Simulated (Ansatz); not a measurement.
## Computed properties of PtS₂ (anatase)

All numbers come from the plane-wave code Ansatz. Note: simulated data, non-magnetic, for a generated structure that need not be the stable one.

The cell is PtS₂ built on the anatase prototype; cell and atoms were relaxed with r2SCAN. The symmetry is I4_1/amd (No. 141, tetragonal); a = 4.694 Å, c = 11.668 Å in the conventional setting, 21.42 Å³ an atom. Pt has 6 S at 2.33–2.42 Å; S has 3 Pt at 2.33–2.42 Å.

Relaxed lattice by functional, symmetry kept:

| functional | k mesh | a (Å) | c (Å) | volume (Å³/atom) |
| --- | --- | --- | --- | --- |
| PBE | 6×6×6 | 4.716 | 11.863 | 21.99 |
| r2SCAN | 8×8×8 | 4.694 | 11.668 | 21.42 |
| PBEsol | 8×8×8 | 4.641 | 11.790 | 21.16 |
| LDA | 8×8×8 | 4.608 | 11.704 | 20.71 |

On this one geometry the levels give:
```tsv
level	k mesh	gap (eV)	kind	edges	least direct gap (eV)
LDA	8×8×8	none (overlap 0.43)	–	–	–
PBE	8×8×8	none (overlap 0.40)	–	–	–
PBE+SOC	8×8×8	none (overlap 0.34)	–	–	–
r2SCAN	8×8×8	none (overlap 0.38)	–	–	–
```
All runs use a smearing of 0.02 eV.
Wave cutoffs: 420 eV, 500 eV (r2SCAN).
Points off the special ones are mesh points or PBE's searched band edges, reused at the other levels.

With r2SCAN the bands overlap by 0.38 eV (counted from 1, band 30 peaks at N and band 31 bottoms out at Γ–M (0.50 of the way from Γ)): no gap. With PBE+SOC the bands overlap by 0.34 eV (counted from 1, band 60 peaks at k = (1/8, -1/4, 3/8) and band 61 bottoms out at Γ–M (0.50 of the way from Γ)): no gap.

No level opens a gap, but no hybrid is among them, and semilocal functionals can close a real gap.

Only the levels marked +SOC include spin-orbit coupling.

Where bands overlap the cell is a metal at that level, and these k meshes limit energies, forces and stress. Overlaps of a few tenths of an eV in semilocal functionals can be an artefact that a hybrid or GW lifts.

Coordinates of k points refer to the reciprocal vectors of the primitive cell of the runs.
